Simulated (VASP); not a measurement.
# BaTe (Fm-3m) in VASP: single point with PBE

Aim: the single point of BaTe with PBE.

Everything below comes from runs of VASP 6.6.1. Logs are shortened: lines on timing, memory, paths and dates and some standing lists are left out, and cuts for length are marked.

**1. The structure**

It takes space group Fm-3m (No. 225, cubic). Conventional cell: a = 7.059 Å, b = 7.059 Å, c = 7.059 Å, α = 90.00°, β = 90.00°, γ = 90.00°. Ba (site symmetry m-3m) is surrounded by 6 Te at 3.53 Å. Te (site symmetry m-3m) has 6 Ba at 3.53 Å as nearest neighbours.

**2. Single point, PBE**

File INCAR:

```
SYSTEM = BaTe
  PREC = Accurate
  ENCUT = 520
  EDIFF = 1E-6
  ISMEAR = -1
  SIGMA = 0.1
  LREAL = .False.
  LASPH = .True.
  NELM = 80
  ALGO = Fast
  ISIF = 2
  LWAVE = .False.
  LCHARG = .True.
  GGA = PE
  LELF = .True.
  LVHAR = .True.
  NBANDS = 15
```

File KPOINTS:

```
regular mesh
0
Gamma
  6 6 6
  0 0 0
```

File POSCAR:

```
BaTe
1.0
    0.0000000000      3.5293130000      3.5293130000
    3.5293130000      0.0000000000      3.5293130000
    3.5293130000      3.5293130000      0.0000000000
Ba Te
1 1
Direct
    0.0000000000      0.0000000000      0.0000000000
    0.5000000000      0.5000000000      0.5000000000
```

Potentials or basis: VASP PAW PBE potentials, release 64 (Ba_sv, Te).

Run with:

```bash
> cat potpaw_PBE.64/Ba_sv/POTCAR potpaw_PBE.64/Te/POTCAR > POTCAR
> mpirun -np 1 vasp_std > vasp.out
```

OUTCAR:

```text
SYSTEM = BaTe
   PREC = Accurate
   ENCUT = 520
   EDIFF = 1E-6
   ISMEAR = -1
   LREAL = .False.
   LASPH = .True.
   NELM = 80
   ISIF = 2
   GGA = PE

 ion  position               nearest neighbor table
   1  0.000  0.000  0.000-   2 3.53   2 3.53   2 3.53   2 3.53   2 3.53   2 3.53
   2  0.500  0.500  0.500-   1 3.53   1 3.53   1 3.53   1 3.53   1 3.53   1 3.53

  LATTYP: Found a face centered cubic cell.
 ALAT       =     7.0586260000

  Lattice vectors:

 A1 = (   0.0000000000,   3.5293130000,   3.5293130000)
 A2 = (   3.5293130000,   0.0000000000,   3.5293130000)
 A3 = (   3.5293130000,   3.5293130000,   0.0000000000)

Analysis of symmetry for initial positions (statically):
=====================================================================
 Subroutine PRICEL returns:
 Original cell was already a primitive cell.

 Routine SETGRP: Setting up the symmetry group for a
 face centered cubic supercell.

 Subroutine GETGRP returns: Found 48 space group operations
 (whereof 48 operations were pure point group operations)
 out of a pool of 48 trial point group operations.

The static configuration has the point symmetry O_h .

Analysis of symmetry for dynamics (positions and initial velocities):
=====================================================================
 Subroutine PRICEL returns:
 Original cell was already a primitive cell.

 Routine SETGRP: Setting up the symmetry group for a
 face centered cubic supercell.

 Subroutine GETGRP returns: Found 48 space group operations
 (whereof 48 operations were pure point group operations)
 out of a pool of 48 trial point group operations.

The dynamic configuration has the point symmetry O_h .

 Subroutine INISYM returns: Found 48 space group operations
 (whereof 48 operations are pure point group operations),
 and found     1 'primitive' translations

----------------------------------------------------------------------------------------

                                     Primitive cell

  volume of cell :      87.9226

  direct lattice vectors                    reciprocal lattice vectors
     0.000000000  3.529313000  3.529313000    -0.141670631  0.141670631  0.141670631
     3.529313000  0.000000000  3.529313000     0.141670631 -0.141670631  0.141670631
     3.529313000  3.529313000  0.000000000     0.141670631  0.141670631 -0.141670631

  length of vectors
     4.991202310  4.991202310  4.991202310     0.245380731  0.245380731  0.245380731

  position of ions in fractional coordinates (direct lattice)
     0.000000000  0.000000000  0.000000000
     0.500000000  0.500000000  0.500000000

  ion indices of the primitive-cell ions
   primitive index   ion index
                 1           1
                 2           2

----------------------------------------------------------------------------------------

 KPOINTS: regular mesh

Automatic generation of k-mesh.
 Grid dimensions read from file:
 generate k-points for:    6    6    6

 Generating k-lattice:

  Cartesian coordinates                     Fractional coordinates (reciprocal lattice)
    -0.023611772  0.023611772  0.023611772     0.166666667  0.000000000  0.000000000
     0.023611772 -0.023611772  0.023611772     0.000000000  0.166666667  0.000000000
     0.023611772  0.023611772 -0.023611772     0.000000000  0.000000000  0.166666667

  Length of vectors
     0.040896788  0.040896788  0.040896788

  Shift w.r.t. Gamma in fractional coordinates (k-lattice)
     0.000000000  0.000000000  0.000000000

 Subroutine IBZKPT returns following result:
 ===========================================

 Found     16 irreducible k-points:

 Following reciprocal coordinates:
            Coordinates               Weight
  0.000000  0.000000  0.000000      1.000000
  0.166667  0.000000  0.000000      8.000000
  0.333333  0.000000  0.000000      8.000000
  0.500000  0.000000  0.000000      4.000000
  0.166667  0.166667  0.000000      6.000000
  0.333333  0.166667  0.000000     24.000000
[... 8 lines left out ...]
 -0.333333  0.333333  0.166667     24.000000
 -0.333333  0.500000  0.166667     12.000000
   k-points           NKPTS =     16   k-points in BZ     NKDIM =     16   number of bands    NBANDS=     15
   number of dos      NEDOS =    301   number of ions     NIONS =      2
   total plane-waves  NPLWV =  64000
   dimension x,y,z NGX =    40 NGY =   40 NGZ =   40
   dimension x,y,z NGXF=    80 NGYF=   80 NGZF=   80
   ions per type =               1   1
   NGX,Y,Z   is equivalent  to a cutoff of  13.32, 13.32, 13.32 a.u.
   NGXF,Y,Z  is equivalent  to a cutoff of  26.65, 26.65, 26.65 a.u.
 SYSTEM =  BaTe
   PREC   = accura    normal or accurate (medium, high low for compatibility)
   ISTART =      0    job   : 0-new  1-cont  2-samecut
   ICHARG =      2    charge: 1-file 2-atom 10-const
   ISPIN  =      1    spin polarized calculation?
   LNONCOLLINEAR =      F non collinear calculations
   LSORBIT =      F    spin-orbit coupling
   LASPH  =      T    aspherical Exc in radial PAW
   ENCUT  =  520.0 eV  38.22 Ry    6.18 a.u.   9.28  9.28  9.28*2*pi/ulx,y,z
   NELM   =     80;   NELMIN=  2; NELMDL= -5     # of ELM steps
   EDIFF  = 0.1E-05   stopping-criterion for ELM
   LREAL  =      F    real-space projection
   EDIFFG = 0.1E-04   stopping-criterion for IOM
   NSW    =      0    number of steps for IOM
   IBRION =     -1    ionic relax: 0-MD 1-quasi-New 2-CG
   NFREE  =      0    steps in history (QN), initial steepest desc. (CG)
   ISIF   =      2    stress and relaxation
   ISYM   =      2    0-nonsym 1-usesym 2-fastsym
   POTIM  = 0.5000    time-step for ionic-motion
   TEBEG  =    0.0;   TEEND  =   0.0 temperature during run
   PSTRESS=    0.0 pullay stress
   NELECT =      16.0000    total number of electrons
   NUPDOWN=      -1.0000    fix difference up-down
   EMIN   =  10.00;   EMAX   =-10.00  energy-range for DOS
   EFERMI =   0.00;   METHOD = LEGACY
   ISMEAR =    -1;   SIGMA  =   0.10  broadening in eV -4-tet -1-fermi 0-gaus
   EFERMI_NEDOS =   21; number of points for ismear=-14 and -15
   IALGO  =     68    algorithm
   IMIX   =      4    mixing-type and parameters
     AMIX     =   0.40;   BMIX     =  1.00
     AMIX_MAG =   1.60;   BMIX_MAG =  1.00
  volume/ion in A,a.u.               =      43.96       296.67
  Fermi-wavevector in a.u.,A,eV,Ry     =   0.927715  1.753127 11.709928  0.860655
  Thomas-Fermi vector in A             =   2.053815
   LORBIT       =      0    0 simple, 1 ext, 2 COOP (PROOUT), +10 PAW based schemes
   GGA     = PE    functional components
   LHFCALC =     F    Hartree Fock is set to
   AEXX    =    0.0000 exact exchange contribution
   IVDW    =     0    specifies the selected vdW correction
   LEPSILON=     F    determine dielectric tensor
   LRPA    =     F    only Hartree local field effects (RPA)
 non-spin polarized calculation
 RMM-DIIS sequential band-by-band and
  energy-cutoff  :      520.00
  volume of cell :       87.92
 maximum number of plane-waves:      2421
 NGX is ok and might be reduce to    40
   NGX = 19   NGY = 19   NGZ = 19

 number of electron      16.0000000 magnetization

 Free energy of the ion-electron system (eV)
  ---------------------------------------------------
  ext. energy  EPLUGINS =         0.00000000
  ---------------------------------------------------
  free energy    TOTEN  =        -8.62773906 eV

  energy without entropy =       -8.62770636  energy(sigma->0) =       -8.62772271

 E-fermi :   2.9344     XC(G=0):  -8.1460

 val. band max:        2.1217062318   @ k =   0.0000   0.0000   0.0000
 cond. band min:       3.6940512703   @ k =   0.5000   0.5000   0.0000
 fundamental gap:      1.5723450385
 Fermi energy:         2.9343520722

 k-point     1 :       0.0000    0.0000    0.0000
  band No.  band energies     occupation
      1     -24.9644      2.00000
      2     -10.1098      2.00000
      3     -10.1098      2.00000
      4     -10.1098      2.00000
      5      -7.3648      2.00000
      6       2.1217      1.99941
      7       2.1217      1.99941
      8       2.1217      1.99941
      9       4.9359      0.00000
     10       5.0619      0.00000
     11       5.0619      0.00000
     12       5.0619      0.00000
     13       5.6525      0.00000
     14       5.6525      0.00000
     15       9.1058      0.00000

 k-point     2 :       0.1667    0.0000    0.0000
  band No.  band energies     occupation
      1     -24.9615      2.00000
      2     -10.2147      2.00000
      3     -10.1126      2.00000
      4     -10.1126      2.00000
      5      -7.1915      2.00000
      6       1.3420      2.00000
      7       1.7622      1.99998
      8       1.7622      1.99998
      9       5.0916      0.00000
     10       5.3884      0.00000
     11       5.3884      0.00000
     12       6.0108      0.00000
     13       6.3816      0.00000
     14       6.3816      0.00000
     15       9.8996      0.00000

 k-point     3 :       0.3333    0.0000    0.0000
  band No.  band energies     occupation
      1     -24.9558      2.00000
      2     -10.3982      2.00000
      3     -10.1181      2.00000
      4     -10.1181      2.00000
      5      -6.8603      2.00000
      6       0.3453      2.00000
      7       1.2463      2.00000
      8       1.2463      2.00000
      9       5.5124      0.00000
     10       6.2234      0.00000
     11       6.2234      0.00000
     12       7.3564      0.00000
     13       7.9669      0.00000
     14       7.9669      0.00000
     15      10.0705      0.00000

 k-point     4 :       0.5000    0.0000    0.0000
  band No.  band energies     occupation
      1     -24.9529      2.00000
      2     -10.4802      2.00000
      3     -10.1208      2.00000
      4     -10.1208      2.00000
      5      -6.6979      2.00000
      6      -0.0478      2.00000
      7       1.0419      2.00000
      8       1.0419      2.00000
      9       6.2790      0.00000
     10       6.8158      0.00000
     11       6.9553      0.00000
     12       6.9553      0.00000
     13       9.0144      0.00000
     14       9.0145      0.00000
     15       9.4210      0.00000
[... 163 lines left out ...]
 k-point    14 :       0.5000    0.3333    0.1667
  band No.  band energies     occupation
      1     -24.9520      2.00000
      2     -10.3449      2.00000
      3     -10.1919      2.00000
      4     -10.1478      2.00000
      5      -6.9365      2.00000
      6       0.5185      2.00000
      7       1.2130      2.00000
      8       1.4375      2.00000
      9       4.9043      0.00000
     10       6.4185      0.00000
     11       6.9740      0.00000
     12       7.1444      0.00000
     13       7.6505      0.00000
     14       8.9647      0.00000
     15       9.5175      0.00000

 k-point    15 :      -0.3333    0.3333    0.1667
  band No.  band energies     occupation
      1     -24.9501      2.00000
      2     -10.3462      2.00000
      3     -10.2117      2.00000
      4     -10.1675      2.00000
      5      -6.9132      2.00000
      6       0.5870      2.00000
      7       1.1556      2.00000
      8       1.1970      2.00000
      9       5.6939      0.00000
     10       5.8073      0.00000
     11       7.3753      0.00000
     12       7.3774      0.00000
     13       7.5552      0.00000
     14       9.2556      0.00000
     15      10.0551      0.00000

 k-point    16 :      -0.3333    0.5000    0.1667
  band No.  band energies     occupation
      1     -24.9491      2.00000
      2     -10.2692      2.00000
      3     -10.2280      2.00000
      4     -10.2131      2.00000
      5      -7.0304      2.00000
      6       1.0709      2.00000
      7       1.0711      2.00000
      8       1.3823      2.00000
      9       4.6955      0.00000
     10       6.6243      0.00000
     11       6.7506      0.00000
     12       7.3102      0.00000
     13       7.7830      0.00000
     14       8.4811      0.00000
     15      10.0979      0.00000

------------------------ aborting loop because EDIFF is reached ----------------------------------------

  FORCE on cell =-STRESS in cart. coord.  units (eV):
  Direction    XX          YY          ZZ          XY          YZ          ZX
  --------------------------------------------------------------------------------------
  -------------------------------------------------------------------------------------
  Total        0.2080032      0.2080032      0.2080032      0.0000000      0.0000000      0.0000000
  in kB        3.7903565      3.7903565      3.7903565      0.0000000      0.0000000      0.0000000
  external PRESSURE =       3.7903565 kB  Pullay stress =       0.0000000 kB

 VOLUME and BASIS-vectors are now :
 -----------------------------------------------------------------------------
  energy-cutoff  :      520.00
  volume of cell :       87.92
      direct lattice vectors                 reciprocal lattice vectors
     0.000000000  3.529313000  3.529313000    -0.141670631  0.141670631  0.141670631
     3.529313000  0.000000000  3.529313000     0.141670631 -0.141670631  0.141670631
     3.529313000  3.529313000  0.000000000     0.141670631  0.141670631 -0.141670631

 POSITION                                       TOTAL-FORCE (eV/Angst)
 -----------------------------------------------------------------------------------
      0.00000      0.00000      0.00000         0.000000      0.000000      0.000000
      3.52931      3.52931      3.52931        -0.000000     -0.000000     -0.000000
 -----------------------------------------------------------------------------------
    total drift:                                0.000000     -0.000000     -0.000000

  FREE ENERGIE OF THE ION-ELECTRON SYSTEM (eV)
  ---------------------------------------------------
  free  energy   TOTEN  =        -8.6277390632 eV

  energy  without entropy=       -8.6277063605  energy(sigma->0) =       -8.62772271
```

It took 36 s on 1 thread of Intel Xeon Platinum 8488C (Sapphire Rapids), shared host; peak memory 0.23 GiB.

Results:

- Free energy: -8.6277 eV
- Pressure: 0.4 GPa
- Band gap on the k mesh: 1.57 eV, indirect (least direct gap 1.96 eV)

Caveat: spin-orbit coupling is left out, which moves the levels of the heavy elements.
